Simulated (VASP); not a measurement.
The system is BN.

```
CELL_PARAMETERS angstrom
1.25112 0.72234 3.37293
-1.25112 0.72234 3.37293
0.00000 -1.44467 3.37293
ATOMIC_POSITIONS crystal
N 0.66724 0.66724 0.66724
B 0.00033 0.00033 0.00033
```

The cell is a database's computed one.

| Item | Value |
| --- | --- |
| Program | VASP 6.6.1 |
| Task | relaxation of cell and atoms |
| Functional | revPBE |
| Dispersion | D3 |
| Potentials or basis | VASP PAW PBE potentials, release 64 (N, B) |
| Cutoff | 600 eV |
| k mesh | 12 × 12 × 12 |
| Occupations | fermi-dirac, width 0.05 eV |
| Spin | no spin polarisation |

At the start: pressure 3.2 GPa; volume 9.14 Å³/atom.

Where does the relaxation end?

Over 11 steps the energy falls by 4.8 meV/atom and the volume is 8.71 Å³/atom (-4.7 %); space group R3m (No. 160, to 0.05 Å).

The path:
```
step  energy change (eV)  largest force (eV/Å)  pressure (GPa)  volume (Å³)
   1              0.0000                0.0074            3.21        18.29
   2              0.0080                0.0056           -7.26        18.78
   3             -0.0037                0.0029           -0.77        18.46
   4             -0.0045                0.0018           -0.74        18.38
   5             -0.0067                0.0155           -0.73        18.14
   6             -0.0092                0.0437           -0.62        17.66
   7             -0.0093                0.0563           -0.50        17.46
   8             -0.0051                0.1220            4.25        17.11
   9             -0.0095                0.0302            0.19        17.41
  10             -0.0093                0.0615           -0.46        17.46
  11             -0.0095                0.0010           -0.05        17.42
```

Final structure:
```xyz
2
Lattice="1.2575 0.7260 3.1809 -1.2575 0.7260 3.1809 0.0000 -1.4520 3.1809" Properties=species:S:1:pos:R:3 pbc="T T T"
N     0.0000    0.0000    6.3678
B     0.0000    0.0000    0.0027
```

Caveat: the PAW data sets were made with another functional, which shifts forces and pressure a little.
